Hexagonal diamond is carbon with four bonds per atom, stacked so that each cell holds two puckered layers. The table gives its electron levels from a density-functional calculation in the local-density approximation (LDA). Each row is one electron wave, and points a, b and c are its components along the three reciprocal cell vectors. "Level under 1" is the highest filled level of that wave and "level over 1" the lowest empty one, with zero at the top of all filled levels. Row numbers are those under "level point"; row 1 is the zone centre Γ, and row 4 is the zone corner K.

ABINIT 10.8.3, plane-wave DFT with the LDA functional and PseudoDojo NC SR LDA v0.4.1 standard pseudopotentials, for relaxed hexagonal diamond (P6_3/mmc, 4 atoms per cell). The calculation uses a 9×9×5 k mesh, a 1115.67 eV wave cutoff and Fermi-Dirac smearing of 0.05 eV, without spin polarisation or spin-orbit coupling. Levels are counted from the valence top.

| point a (reciprocal cell vector) | point b (reciprocal cell vector) | point c (reciprocal cell vector) | level point (row) | level under 4 (eV) | level under 3 (eV) | level under 2 (eV) | level under 1 (eV) | level over 1 (eV) | level over 2 (eV) |
| --- | --- | --- | --- | --- | --- | --- | --- | --- | --- |
| 0.0000 | 0.0000 | 0.0000 | 1 | -3.150 | -0.519 | 0.000 | 0.000 | 4.982 | 4.982 |
| 0.2222 | 0.0000 | 0.0000 | 2 | -4.954 | -3.809 | -2.199 | -1.640 | 5.046 | 6.771 |
| 0.4444 | 0.0000 | 0.0000 | 3 | -9.311 | -6.544 | -5.772 | -3.140 | 4.596 | 8.102 |
| 0.3333 | 0.3333 | 0.0000 | 4 | -9.633 | -7.392 | -7.392 | -7.214 | 3.074 | 11.899 |
| 0.3333 | 0.3333 | 0.2000 | 5 | -10.793 | -7.861 | -6.118 | -6.118 | 4.278 | 10.092 |
| 0.0000 | 0.0000 | 0.4000 | 6 | -2.319 | -2.319 | -1.410 | -1.410 | 6.639 | 6.640 |
| 0.3333 | 0.3333 | 0.4000 | 7 | -10.377 | -9.168 | -4.645 | -4.645 | 7.191 | 7.993 |

**(a) Some rows contain two levels of equal energy, and rows 2 and 3 contain none. What decides this?**

*Solution.* The rotational symmetry that the wave leaves intact decides it. In row 1 the wave has the same phase in every cell, so the crystal keeps its full symmetry about the stacking axis. A rotation about that axis turns one in-plane p orbital into a mixture of both, and the two must then have the same energy. They form the pair at the top of the filled levels. The p orbital along the axis has no such partner, and its level lies 0.519 eV lower.

A wave along the stacking axis, as in row 6, keeps these rotations and so keeps pairs. A wave running within the layers, as in rows 2 and 3, singles out one in-plane direction and splits the pairs. K is an exception, since there the phases of neighbouring cells differ by a third of a turn, a pattern that a threefold rotation preserves, so pairs return. Row 4 looks irregular because a single level lies 0.178 eV above its filled pair. By row 5 the pair is on top: levels of different symmetry can cross, and the columns rank levels by energy instead of following one band.

**(b) Row 6 has two filled pairs. Estimate their separation from row 1 alone.**

*Solution.* The two layers of a cell are equivalent, being related by a rotation combined with a shift of half a cell. Let $k$ be the value of point c. From one layer to the next the wave then advances by a phase of either $\pi k$ or $\pi k+\pi$. If each layer couples only to the next, with strength set by $A$, the energies about a centre $E_0$ are

$$E = E_0 \pm A\cos(\pi k).$$

Two limits show what this means. At $k=0$ successive layers are either in step or opposed, and the two energies are furthest apart. At $k=1/2$ the phase advances by a quarter turn forwards or backwards, which costs the same energy, so the pairs meet.

In row 1 the upper pair is at zero. The lower one is taken to be at −3.150 eV, because the lower pair of row 6 must continue into a pair at Γ. The separation there is $2A = 3.150$ eV, and row 6 has $k=0.4$:

$$3.150\ \text{eV}\times\cos(0.4\pi) = 0.97\ \text{eV}.$$

The calculation gives 0.91 eV, so the estimate is about 7% too high relative to the computed value. The energies of row 6 played no part in setting $A$; only the fact that its levels come in pairs was used. The model does less well for the centre of the two pairs, which it holds fixed and which in fact sinks by 0.29 eV. Such a sinking is expected: away from Γ, the coupling between layers also mixes the filled pairs with the empty pairs above them, and this pushes the filled ones down. The output after this text sets the estimate beside the computed separation.

**(c) The gap between filled and empty levels of the same wave is about twice as large at K as at Γ. Why is the lowest empty level nevertheless at K?**

*Solution.* Start from the limit of equal phases, at Γ. There the head-on and sideways overlaps of p orbitals on neighbouring atoms partly cancel, so bonding and antibonding levels are pushed apart only weakly. Other waves upset this cancellation, and theory therefore expects a wider gap away from Γ. The table agrees: Γ has the smallest direct gap of the seven rows.

If this were all, levels would spread about a fixed middle, and the lowest empty level at K would lie near 7.6 eV. It lies at 3.07 eV, below the lowest empty level at Γ, because the middle of the gap has dropped by more than half of the amount by which the gap has grown. The low-lying s orbital of carbon is not the cause: symmetry keeps s orbitals out of the pairs at Γ and also out of the single levels on either side of the gap at K. What remains is what a picture of p orbitals on nearest neighbours leaves out, such as coupling to farther atoms or mixing with higher orbitals. The table cannot tell these apart. The empty level at K may be lowered by spreading into the open channels along the stacking axis; a map of its density would test this.

The valley at K is also limited along the stacking axis: the lowest empty level lies 4.1 eV higher in row 7. Here the cosine of part (b) fails. Applied to the two lowest empty levels at K, it predicts a separation of 2.7 eV in row 7, against a computed 0.8 eV. The two levels may not be partners in one folded band at all: the columns rank levels by energy, so the second place can pass from one empty band to another.

For use, the result is an indirect gap: light at the threshold needs help from a lattice vibration to move an electron from Γ to K. LDA makes such gaps too small, so 3.07 eV should not be read as the measured threshold.

Numerical output:

```
Gaps and pairs in eV:
     row  direct gap  middle of gap  closest two levels on one side
     0.0       4.982          2.491                               0
  0.2222       6.686          1.703                           0.559
  0.4444       7.736          0.728                           0.772
  0.3333       10.29          -2.07                               0
  0.3333        10.4          -0.92                               0
     0.0       8.049          2.615                               0
  0.3333       11.84          1.273                               0
Separation of the two filled pairs at Gamma in eV: 3.15
Separation in row 6 predicted by folding in eV: 0.9734
Separation in row 6 if it closed linearly in eV: 0.63
Separation in row 6 computed in eV: 0.909
Shift of the centre of the two filled pairs from Gamma to row 6 in eV: -0.2895
Least fall of the single level under the top from Gamma to row 6 in eV: 1.8
Lowest empty level at K if the middle of the gap stayed as at Gamma in eV: 7.635
Lowest empty level at K less that at Gamma in eV: -1.908
Lowest empty level in row 3 less that at K in eV: 1.522
Rise of the lowest empty level from K to row 5 in eV: 1.204
Rise of the lowest empty level from K to row 7 in eV: 4.117
Separation of the two lowest empty levels in row 7 predicted by folding in eV: 2.727
Separation of the two lowest empty levels in row 7 computed in eV: 0.802
Single filled level above the pair at K in eV: 0.178
Rise of the filled pair from K to row 5 in eV: 1.274
```
